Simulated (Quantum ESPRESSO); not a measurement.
## Pd under changes of volume

One of the cells (14.750 Å³/atom); the others are scaled copies at fixed shape and fractional positions:

```
Pd
1.0
     0.00000    1.94650    1.94650
     1.94650    0.00000    1.94650
     1.94650    1.94650    0.00000
Pd
1
Direct
  0.00000 0.00000 0.00000
```

- Program: Quantum ESPRESSO 7.5
- Functional: LDA
- Potentials or basis: GBRV 1.5 LDA
- Cutoff: 612 eV
- Density cutoff: 4898 eV
- k mesh: 12 × 12 × 12
- Occupations: fermi-dirac, width 0.05 eV
- Spin: no spin polarisation

| volume (Å³/atom) | energy over the lowest point (meV/atom) | pressure (GPa) |
| --- | --- | --- |
| 13.865 | 5.79 | 5.5 |
| 14.160 | 0.00 | 0.3 |
| 14.455 | 3.12 | -4.2 |
| 14.750 | 14.14 | -8.2 |
| 15.045 | 31.92 | -11.6 |
| 15.340 | 55.68 | -14.6 |
| 15.635 | ? | ? |

Problem. What does the run at 15.635 Å³/atom give?

Solution. Energy over the lowest point 84.56 meV/atom; pressure -17.2 GPa.

Worked out: A Birch-Murnaghan fit of order 3 (a polynomial in V^(-2/3)) to the other rows has its minimum at 14.20 Å³/atom with B0 = V·E''(V) = 230 GPa and B' = 5.5. It gives 84.61 meV/atom at 15.635 Å³/atom, against the run's 84.56, and -dE/dV = -17.0 GPa, against -17.2.

Energies are extrapolated to zero smearing.
